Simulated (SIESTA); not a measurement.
Runs of SIESTA 5.4.2 on Br. Symmetry: Cmce, No. 64, orthorhombic system. Conventional cell: a = 6.726 Å, b = 4.645 Å, c = 8.702 Å, α = 90.00°, β = 90.00°, γ = 90.00°. Br (site symmetry m) is surrounded by 1 Br at 2.29 Å. 

| task | level | potentials or basis | gap on the mesh (eV) | pressure (GPa) | V0 of scaled cells (Å³/atom) | B0 (GPa) | largest force (eV/Å) |
| --- | --- | --- | --- | --- | --- | --- | --- |
| equation of state | PBEsol | PseudoDojo 0.4 standard (PBEsol files), DZP (energy shift 0.003 Ry) | - | - | 34.28 | 29 | - |
| band structure | PBE | PseudoDojo 0.4 standard (PBE files), DZP (energy shift 0.003 Ry) | 1.83 | 2.0 | - | - | 1.42 |
| band structure | LDA | PseudoDojo 0.4 standard (LDA files), DZP (energy shift 0.003 Ry) | 1.68 | -1.2 | - | - | 1.28 |
| single point | PBEsol | PseudoDojo 0.4 standard (PBEsol files), DZP (energy shift 0.003 Ry) | 1.76 | 0.3 | - | - | 1.30 |
| equation of state | LDA | PseudoDojo 0.4 standard (LDA files), DZP (energy shift 0.003 Ry) | - | - | 32.69 | 34 | - |
| band structure | vdW-DF-cx | PseudoDojo 0.4 standard (PBE files), DZP (energy shift 0.003 Ry) | 1.82 | 0.9 | - | - | (b) |
| band structure | AM05 | PseudoDojo 0.4 standard (PBEsol files), DZP (energy shift 0.003 Ry) | (a) | 1.1 | - | - | 1.16 |
| band structure | BLYP | PseudoDojo 0.4 standard (PBE files), DZP (energy shift 0.003 Ry) | 1.84 | 4.1 | - | - | 1.88 |

Alike in all rows: no spin polarisation; cell as given; k mesh 7 × 7 × 3; smearing fermi-dirac 0.05 eV; grid cutoff 500 Ry; energy shift 0.003 Ry.

Estimate the missing entries.

(a) 1.79; (b) 1.47.

Caveats: the basis of atomic orbitals isn't converged, which shifts pressures, moduli and gaps; forces of over 1 eV/Å show positions far from the minimum, so gaps and moduli don't describe the material at rest (some runs); the potentials were made for another functional, which shifts forces and pressure (some runs); the cell was scaled at fixed shape and fractional positions, which overstates the stiffness of a crystal with free parameters, most of all of layers and chains (some runs); an odd mesh through Γ misses points on the zone boundary, where band edges often lie (some runs).

A k mesh can miss the band edges, and the runs leave out spin-orbit coupling on Br.

Not every run made on this cell is shown here.
